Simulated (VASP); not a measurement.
All values below come from PBE GGA, VASP's PBE PAW potentials (set 64) (plane waves; VASP 6.6.1).

A VASP calculation is set up with these files.

**INCAR**
```
LWAVE = .False.
LREAL = .False.   ! projection in real space or not
ALGO = Normal   ! blocked Davidson
NEDOS = 601   ! DOS grid
LORBIT = 11   ! lm-projected
SIGMA = 0.136   ! width (eV)
NELM = 100   ! most electronic steps
LASPH = .True.
PREC = Accurate
ISMEAR = 0
EDIFF = 1E-6   ! SCF stop (eV)
ISIF = 2   ! forces and stress, cell fixed
ENCUT = 400   ! plane-wave cut-off (eV)
LMAXMIX = 4   ! l cut-off of mixed one-centre charges
SYSTEM = InN
LCHARG = .False.
GGA = PE   ! PBE
```

**POSCAR**
```
InN
1
    0.0000000000     2.5640110000     2.5640110000
    2.5640110000     0.0000000000     2.5640110000
    2.5640110000     2.5640110000     0.0000000000
In N
1 1
Direct
  0.0000000000   0.0000000000   0.0000000000
  0.2500000000   0.2500000000   0.2500000000
```

KPOINTS:
```
kpoints
0
gamma
 14 14 14
```

POTCAR, in this order: In_d N (PBE.64 set). Program: vasp_std.

Output of the run:

File OSZICAR:
```
       N       E                     dE             d eps       ncg     rms          rms(c)
DAV:   1     0.114716346851E+03    0.11472E+03   -0.79234E+03  2753   0.149E+03
DAV:   2    -0.264542979367E+01   -0.11736E+03   -0.11190E+03  2919   0.332E+02
DAV:   3    -0.125548478872E+02   -0.99094E+01   -0.97040E+01  3367   0.102E+02
DAV:   4    -0.127971170284E+02   -0.24227E+00   -0.24200E+00  2949   0.171E+01
DAV:   5    -0.128066898511E+02   -0.95728E-02   -0.95724E-02  3634   0.321E+00    0.921E+00
DAV:   6    -0.107360658918E+02    0.20706E+01   -0.83298E+00  4061   0.479E+01    0.530E+00
DAV:   7    -0.106817201578E+02    0.54346E-01   -0.58694E-01  2986   0.983E+00    0.214E+00
DAV:   8    -0.106700841272E+02    0.11636E-01   -0.10804E-01  3044   0.307E+00    0.534E-01
DAV:   9    -0.106666921738E+02    0.33920E-02   -0.87656E-03  4172   0.177E+00    0.243E-01
DAV:  10    -0.106672312435E+02   -0.53907E-03   -0.16329E-03  2929   0.356E-01    0.847E-02
DAV:  11    -0.106672788259E+02   -0.47582E-04   -0.67280E-05  3375   0.724E-02    0.160E-02
DAV:  12    -0.106672786387E+02    0.18720E-06   -0.21956E-05  3232   0.525E-02    0.132E-02
DAV:  13    -0.106672776384E+02    0.10003E-05   -0.39527E-06  3301   0.350E-02    0.478E-03
DAV:  14    -0.106672775984E+02    0.39979E-07   -0.48134E-07  1432   0.565E-03
   1 F= -.10667278E+02 E0= -.10667195E+02  d E =-.165526E-03
```

OUTCAR:
```
------------------------ aborting loop because EDIFF is reached ----------------------------------------
  FORCE on cell =-STRESS in cart. coord.  units (eV):
  Direction    XX          YY          ZZ          XY          YZ          ZX
  --------------------------------------------------------------------------------------
  Total       -1.4759545     -1.4759545     -1.4759545     -0.0000000      0.0000000      0.0000000
  in kB      -70.1445445    -70.1445445    -70.1445445     -0.0000000      0.0000000      0.0000000
  external PRESSURE =     -70.1445445 kB  Pullay stress =       0.0000000 kB
  volume of cell :       33.71
      direct lattice vectors                 reciprocal lattice vectors
     0.000000000  2.564011000  2.564011000    -0.195006964  0.195006964  0.195006964
     2.564011000  0.000000000  2.564011000     0.195006964 -0.195006964  0.195006964
     2.564011000  2.564011000  0.000000000     0.195006964  0.195006964 -0.195006964
 POSITION                                       TOTAL-FORCE (eV/Angst)
 -----------------------------------------------------------------------------------
      0.00000      0.00000      0.00000         0.000000      0.000000      0.000000
      1.28201      1.28201      1.28201        -0.000000     -0.000000     -0.000000
 -----------------------------------------------------------------------------------
    total drift:                                0.000001      0.000001      0.000001
  FREE ENERGIE OF THE ION-ELECTRON SYSTEM (eV)
  ---------------------------------------------------
  free  energy   TOTEN  =       -10.6672775984 eV

  energy  without entropy=      -10.6671120727  energy(sigma->0) =      -10.66719484

 total charge

# of ion       s       p       d       tot
------------------------------------------
    1        0.756   0.686   9.968  11.410
    2        1.265   2.299   0.000   3.564
--------------------------------------------------
tot          2.022   2.984   9.968  14.974
```
(Selected blocks of OUTCAR.)

At this cut-off the stress carries a Pulay error, which pulls relaxed volumes low.

The structure comes from a computed database's InN entry; how it stands against other phases isn't given here. The cell was not relaxed at this level. The run is one of a series of settings (NEDOS = 601, KPOINTS 14×14×14 Γ-centred mesh against the base run), some of them coarse on purpose.
